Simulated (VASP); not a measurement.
Input of a VASP 6.6.1 run:

Contents of INCAR:

```
SYSTEM = Zn
  PREC = Accurate
  ENCUT = 480
  EDIFF = 1E-7
  ISMEAR = 0
  SIGMA = 0.1
  LREAL = .False.
  LASPH = .True.
  NELM = 60
  ALGO = Fast
  ISIF = 3
  LWAVE = .False.
  LCHARG = .False.
  GGA = PS
  IBRION = 2
  NSW = 90
  EDIFFG = -0.005
```

The input KPOINTS:

```
Automatic mesh
0
Gamma
  18 18 10
  0 0 0
```

The input POSCAR:

```
Zn
1.0
    2.6143598000      0.0000000000      0.0000000000
   -1.3071799000      2.2641020000      0.0000000000
    0.0000000000      0.0000000000      4.8731610200
Zn
2
Direct
    0.3333333300      0.6666666700      0.2500000000
    0.6666666700      0.3333333300      0.7500000000
```

Potentials or basis: VASP PAW PBE potentials, release 64 (Zn).

Launch:

```console
$ cat potpaw_PBE.64/Zn/POTCAR > POTCAR
$ mpirun -np 1 vasp_std > vasp.out
```

(1) Predict the relaxed volume.

(2) What does it give for the band gap on the k mesh?

(3) What does it give for the relaxed cell?

Results:

(1) 14.32 Å³/atom.

(2) none (metal or under the smearing width).

(3) a = 2.594 Å, b = 2.594 Å, c = 4.917 Å, α = 90.00°, β = 90.00°, γ = 120.00°.

Caveat: the PAW data sets were made with another functional, which shifts forces and pressure a little.
